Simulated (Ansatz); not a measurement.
MgO: single point with PBE

**What was measured.**

“Electronic structure of alkaline earth and post-transition metal oxides”, 2009, arxiv:0908.1581 quotes, for a bulk crystal of MgO: band gap 7.83 eV.

Crystal: MgO.

```
Mg O
1.0
     0.00000    2.09700    2.09700
     2.09700    0.00000    2.09700
     2.09700    2.09700    0.00000
Mg O
1 1
Direct
  0.00000 0.00000 0.00000
  0.50000 0.50000 0.50000
```

The cell is a database's computed one.

* Program: Ansatz 0.2.0
* Task: single point
* Functional: PBE
* Potentials or basis: Ansatz PAW
* Cutoff: 420 eV (not typed: the program's choice for these potentials)
* k mesh: 11 × 11 × 11
* Occupations: gaussian, width 0.011 eV
* Spin: no spin polarisation

The pressure is 6.9 GPa. The band gap on the k mesh is 4.87 eV, direct.

Levels at points of the mesh, in eV from the valence-band top:
```csv
k point,band 5,band 6,band 7,band 8,band 9,band 10,band 11,band 12
"(0.00, 0.00, 0.00)",-17.32,0.00,0.00,0.00,4.87,15.90,15.90,15.90
```

Wall time 0.61 s on 2 threads of Arm Neoverse V1, with other jobs on the host, peak memory 0.25 GiB.

Measured gap of MgO: 7.83 eV (quoted in “Electronic structure of alkaline earth and post-transition metal oxides”, 2009, arxiv:0908.1581). This calculation gives 4.87 eV (-2.96 eV). The value is that of PBE, without temperature or zero-point motion. Semilocal functionals fall short of measured gaps as a rule. The cell is a database's relaxed one, not the measured one, which moves gaps too.

Caveat: odd divisions of the mesh miss points on the zone boundary, where band edges often lie, so the gap on the mesh can be too wide; the pressure holds a Pulay correction of +0.6 GPa for the finite cutoff.
